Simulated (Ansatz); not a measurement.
Ge (diamond), relaxed with r2SCAN in the plane-wave code Ansatz: the symmetry is Fd-3m (No. 227, cubic); conventional cell a = 5.674 Å, 22.83 Å³ an atom. Around Ge lie 4 Ge at 2.46 Å. It was then strained (epitaxial in the plane normal to [111]), atoms relaxed again within the symmetry left. Unstrained, HSE06 gives 0.776 eV (Γ → L, 6×6×6 mesh), and the band edges keep their places in every row. The normal direction was relaxed to zero stress. Only one sign of strain is shown, since it lowers the symmetry, and equivalent edge states can then move with another slope on the other side. Stress is positive in compression. No spin polarisation and no zero-point or thermal motion.

Axes as in this cell:
```
Ge
1.0
     0.00000    2.83687    2.83687
     2.83687    0.00000    2.83687
     2.83687    2.83687    0.00000
Ge
2
Direct
  0.00000 0.00000 0.00000
  0.25000 0.25000 0.25000
```

```csv
strain (%),ε,"ΔE_g, HSE06 (eV)","Δin-plane stress (σ_xx − σ_xy), r2SCAN (GPa)"
+0.5,+0.0050,-0.142,-0.87
+1.0,+0.0100,-0.273,-1.70
+2.0,+0.0200,-0.523,-3.12
```

Question: Fit ΔE_g = a x + b x² to these rows by least squares, with x = ε.

Answer: The normal equations take Σx² = 5.250e-04, Σx³ = 9.125e-06, Σx⁴ = 1.706e-07, ΣxΔE = -1.390e-02 and Σx²ΔE = -2.401e-04, and give a = -28.71 eV, b = +128.5 eV; the largest residual is 0.002 eV.

Question: Fit the change of in-plane stress (σ_xx − σ_xy) in the same way.

Answer: Δin-plane stress (σ_xx − σ_xy) = -182.5 x + (1323) x² GPa. The slope, 183 GPa, is the biaxial modulus of the film.

Question: Predict the withheld row at +1.65 % (x = +0.0165).

Answer: ΔE_g ≈ -28.71 × (+0.0165) + (128.5) × (+0.0165)² = -0.439 eV, and Δin-plane stress (σ_xx − σ_xy) ≈ -2.65 GPa. The runs give -0.437 eV and -2.63 GPa, off by +0.002 eV and +0.02 GPa.

The runs are scalar-relativistic, without spin-orbit coupling.
